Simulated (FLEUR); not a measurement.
**KCl (Sylvite) under changes of volume**

One of the cells (31.151 Å³/atom); the others are scaled copies at fixed shape and fractional positions:

```
K Cl
1.0
     0.00000    3.14647    3.14647
     3.14647    0.00000    3.14647
     3.14647    3.14647    0.00000
K Cl
1 1
Direct
  0.00000 0.00000 0.00000
  0.50000 0.50000 0.50000
```

- Program: FLEUR MaX-R8.1 (later development tree)
- Functional: PBEsol
- Potentials or basis: all-electron
- Basis: FLAPW
- Kmax: 4.1 1/bohr
- k mesh: 7 × 7 × 7
- Occupations: fermi-dirac, width 0.05 eV
- Spin: no spin polarisation

| volume (Å³/atom) | energy over the lowest point (meV/atom) | gap on the mesh (eV) |
| --- | --- | --- |
| 29.282 | 2.68 | 5.23 |
| 29.905 | 0.52 | 5.16 |
| 30.528 | 0.00 | 5.09 |
| 31.151 | ? | ? |
| 31.774 | 3.13 | 4.97 |
| 32.397 | 6.46 | 4.91 |
| 33.020 | 10.79 | 4.85 |

Q: What does the run at 31.151 Å³/atom give?

A: Energy over the lowest point 0.92 meV/atom; gap on the mesh 5.03 eV.

Worked out: A Birch-Murnaghan fit of order 3 (a polynomial in V^(-2/3)) to the other rows has its minimum at 30.43 Å³/atom with B0 = V·E''(V) = 18.5 GPa and B' = 5.1. It gives 0.93 meV/atom at 31.151 Å³/atom, against the run's 0.92. A straight line through the other rows of the gap, of slope -3.14 eV per unit of ln V (its deformation potential), gives 5.03 eV, against the run's 5.03.

Energies are extrapolated to zero smearing.

Caveats: an odd mesh through Γ misses points on the zone boundary, where band edges often lie (some runs).
